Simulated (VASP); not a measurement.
Set up this calculation in VASP 6.6.1, as the native input.

```
Task                   : atomic charges
Functional             : PBEsol
Potentials or basis    : VASP PAW PBE potentials, release 64 (Pb_d, S)
Cutoff                 : 520 eV
k mesh                 : 8 × 8 × 8
Occupations            : gaussian, width 0.02 eV
Spin                   : no spin polarisation
Further INCAR settings : ALGO = Fast; EDIFF = 1e-06
```

The structure of PbS (Galena) lies in POSCAR:

```
PbS
1.0
    0.0000000000      2.9657500000      2.9657500000
    2.9657500000      0.0000000000      2.9657500000
    2.9657500000      2.9657500000      0.0000000000
Pb S
1 1
Direct
    0.0000000000      0.0000000000      0.0000000000
    0.5000000000      0.5000000000      0.5000000000
```

These files were run (other wordings do the same):

INCAR

```
SYSTEM = PbS
PREC = Accurate
ENCUT = 520
EDIFF = 1E-6
ISMEAR = 0
SIGMA = 0.02
LREAL = .FALSE.
LASPH = .TRUE.
NELM = 80
ALGO = Fast
ISIF = 2
LWAVE = .FALSE.
LCHARG = .FALSE.
GGA = PS
LORBIT = 10
```

KPOINTS

```
regular mesh
0
G
  8 8 8
  0 0 0
```

Potentials or basis: VASP PAW PBE potentials, release 64 (Pb_d, S).

The run is started by

```bash
$ cat potpaw_PBE.64/Pb_d/POTCAR potpaw_PBE.64/S/POTCAR > POTCAR
$ mpirun -np 1 vasp_std > vasp.out
```

It gave:

```json
{
 "Pressure": "-0.9 GPa",
 "Band gap on the k mesh": "0.25 eV, direct",
 "Valence electrons inside the program's atomic spheres": "Pb 11.83; S 3.65"
}
```

Caveat: the PAW data sets were made with another functional, which shifts forces and pressure a little; spin-orbit coupling is left out, which as a rule narrows the gap of such compounds by several tenths of an eV.

Run time: 20 s on 1 thread of Intel(R) Xeon(R) Platinum 8488C (Sapphire Rapids), with other jobs on the host, peak memory 0.17 GiB.
